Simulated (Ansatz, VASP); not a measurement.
# AgCl (Chlorargyrite) in VASP and in Ansatz

```
Ag Cl
1.0
     0.00000    2.80582    2.80582
     2.80582    0.00000    2.80582
     2.80582    2.80582    0.00000
Ag Cl
1 1
Direct
  0.00000 0.00000 0.00000
  0.50000 0.50000 0.50000
```

Alike in both runs: functional PBE; k mesh 8 × 8 × 8; no spin polarisation.

Ansatz relaxed the structure, and its values are those at the end. VASP's run is a single point on that final structure, the one shown.

```csv
,VASP,Ansatz
version,VASP 6.6.1,Ansatz 0.2.0
potentials or method,"VASP PAW PBE potentials, release 64 (Ag, Cl)","scalar-relativistic, plane waves, PAW"
plane-wave cutoff (eV),520,420
occupations,"gaussian, width 0.01 eV",fixed
valence electrons in the cell,18,26
```

```csv
,VASP,Ansatz,Ansatz less VASP
gap on the k mesh at the Fermi level (eV),0.92,0.92,+0.002
least direct gap on the mesh (eV),3.08,3.08,+0.002
pressure (GPa),-0.1,0.0,+0.13
```

The two sets of potentials don't hold the same shells in valence.

A k mesh can miss the band edges.
